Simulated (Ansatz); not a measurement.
BaTiO3 in Ansatz: convergence with k mesh

Input of the first run (k mesh 2 × 2 × 2); the others differ in this setting and in those tied to it:

Contents of input.yaml:

```yaml
crystal:
  lattice:
    - [4.006, 0.0, 0.0]
    - [0.0, 4.006, 0.0]
    - [0.0, 0.0, 4.006]
  atoms:
    - { symbol: Ba, position: [0.499582, 0.493219, 0.506278] }
    - { symbol: Ti, position: [7.0e-05, -0.002044, -0.010934] }
    - { symbol: O, position: [0.003381, 0.007636, 0.493172] }
    - { symbol: O, position: [0.000257, 0.49397, 0.006789] }
    - { symbol: O, position: [0.502622, -0.006537, 0.008546] }
hamiltonian:
  xc: pbe
  pseudopotentials: { kind: nc, accuracy: standard }
kpoints:
  mp_grid: { grid: [2, 2, 2] }
scf:
  occupations: { method: gaussian, width: 0.1 }
output:
  forces: true
  stress: true
  eigenvalues: true
```

Potentials or basis: PseudoDojo standard (PBE files).

Command:

```bash
$ ansatz run input.yaml --threads 2 --pin off --max-ram 5632MiB --backend cpu --events-out ev --progress --plain --runs-dir out
```

The cell isn't the ideal one: atoms moved at random, drawn with an rms of 0.05 Å.

Hardware: 2 threads of Arm Neoverse V2 (shared host).

```
      k mesh  energy less the tightest run, at zero smearing (meV/atom)  pressure (GPa)  largest force (eV/Å)  gap on the mesh (eV)  SCF cycles  CPU time (s)  peak memory (GiB)
   2 × 2 × 2                                                     144.87            3.48                 1.107                 1.473           9           2.9               0.39
   3 × 3 × 3                                                      17.75            1.48                 0.810                 1.880           9           8.2               0.37
   4 × 4 × 4                                                       2.83            1.28                 0.760                 1.806           9            19               0.44
   5 × 5 × 5                                                       0.49            1.26                 0.748                 1.935           9            37               0.53
   6 × 6 × 6                                                       0.09            1.25                 0.745                 1.820          10            63               0.69
   8 × 8 × 8                                                       0.00            1.25                 0.744                 1.820          10           150                1.2
   9 × 9 × 9                                                       0.00            1.25                 0.744                 1.859          10           210                1.5
11 × 11 × 11                                                       0.00            1.25                 0.744                 1.847           9           380                2.5
```

Against the tightest run, the energy stays within 1 meV/atom from 5 × 5 × 5 on; the pressure stays within 0.1 GPa from 4 × 4 × 4 on; the largest force stays within 0.005 eV/Å from 5 × 5 × 5 on. Not settled before the last step: the gap on the mesh (to 0.01 eV). Meshes of other sizes hit other points, so gaps and Fermi surfaces needn't settle smoothly. The tightest run that finished is the yardstick and may itself not be fully converged.

Caveat, for the tightest run too: odd divisions of the mesh miss points on the zone boundary, where band edges often lie, so the gap on the mesh can be too wide; spin-orbit coupling is left out, which moves the levels of the heavy elements.
